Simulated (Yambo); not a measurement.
Here is a Yambo 5.3.0 calculation.

optics1.in

```
optics
chi
Chimod= "HARTREE"
% BndsRnXd
 1 | 29 |
%
NGsBlkXd= 3 Ry
% LongDrXd
 1 | 0 | 0 |
%
% QpntsRXd
 1 | 1 |
%
% EnRngeXd
 0 | 20 | eV
%
% DmRngeXd
 0.1 | 0.1 | eV
%
ETStpsXd= 200
```

The input scf.in:

```
&CONTROL
  calculation = 'scf'
  prefix = 'pwscf'
  outdir = './tmp'
  pseudo_dir = './pseudo'
/
&SYSTEM
  ibrav = 0
  nat = 2
  ntyp = 1
  ecutwfc = 36
  nbnd = 9
  occupations = 'smearing'
  smearing = 'fd'
  degauss = 0.00367493
  force_symmorphic = .true.
/
&ELECTRONS
  conv_thr = 4d-10
  electron_maxstep = 120
  mixing_beta = 0.5
/
ATOMIC_SPECIES
Si    28.0850 Si.upf
CELL_PARAMETERS angstrom
   0.0000000000    2.6850649043    2.6850649043
   2.6850649043    0.0000000000    2.6850649043
   2.6850649043    2.6850649043    0.0000000000
ATOMIC_POSITIONS crystal
Si     0.5000000000    0.5000000000    0.5000000000
Si     0.7500000000    0.7500000000    0.7500000000
K_POINTS automatic
8 8 8 0 0 0
```

nscf.in

```
&CONTROL
  calculation = 'nscf'
  prefix = 'pwscf'
  outdir = './tmp'
  pseudo_dir = './pseudo'
/
&SYSTEM
  ibrav = 0
  nat = 2
  ntyp = 1
  ecutwfc = 36
  nbnd = 124
  occupations = 'fixed'
  force_symmorphic = .true.
/
&ELECTRONS
  conv_thr = 1d-08
  diago_full_acc = .true.
  diago_thr_init = 1d-06
/
ATOMIC_SPECIES
Si    28.0850 Si.upf
CELL_PARAMETERS angstrom
   0.0000000000    2.6850649043    2.6850649043
   2.6850649043    0.0000000000    2.6850649043
   2.6850649043    2.6850649043    0.0000000000
ATOMIC_POSITIONS crystal
Si     0.5000000000    0.5000000000    0.5000000000
Si     0.7500000000    0.7500000000    0.7500000000
K_POINTS automatic
6 6 6 0 0 0
```

Potentials or basis: PseudoDojo 0.4.1 SR PBE standard.

Launch:

```sh
$ OMP_NUM_THREADS=1 pw.x -in scf.in > scf.out
$ OMP_NUM_THREADS=1 pw.x -in nscf.in > nscf.out
$ cd tmp/pwscf.save; p2y; mv SAVE ../..; cd ../..
$ OMP_NUM_THREADS=1 yambo
$ OMP_NUM_THREADS=1 yambo -F optics1.in -J optics1 -C optics1_out
```

Task: What does it give for the electronic dielectric constant along the field?

Result: 15.54.

Task: What does it give for the electronic dielectric constant along the field, independent particles?

Result: 16.68.

Task: Predict the band gap on the k mesh, mean-field level.

Result: 0.64 eV, indirect (least direct gap 2.57 eV).

Dielectric function (along the field direction of the input):
| energy (eV) | real part | imaginary part |
| --- | --- | --- |
| 0.30 | 15.64 | 0.40 |
| 1.31 | 17.86 | 0.63 |
| 2.31 | 28.74 | 3.10 |
| 3.32 | 18.01 | 12.83 |
| 4.42 | -11.62 | 12.32 |
| 5.43 | -4.54 | 2.92 |
| 6.43 | 1.18 | 7.38 |
| 7.54 | -5.40 | 6.20 |
| 8.54 | -3.00 | 1.13 |
| 9.55 | -2.52 | 1.48 |
| 10.65 | -1.31 | 0.92 |
| 11.66 | -1.23 | 0.47 |
| 12.66 | -0.59 | 0.41 |
| 13.77 | -0.46 | 0.50 |
| 14.77 | -0.27 | 0.38 |
| 15.78 | -0.15 | 0.32 |
| 16.88 | -0.02 | 0.16 |
| 17.89 | 0.00 | 0.37 |
| 18.89 | 0.21 | 0.25 |
| 20.00 | 0.20 | 0.16 |

Caveat: this k mesh misses the band edges, so its gaps are larger than the crystal's; spectra need much finer meshes, so this one isn't converged; these spectra lack excitons.
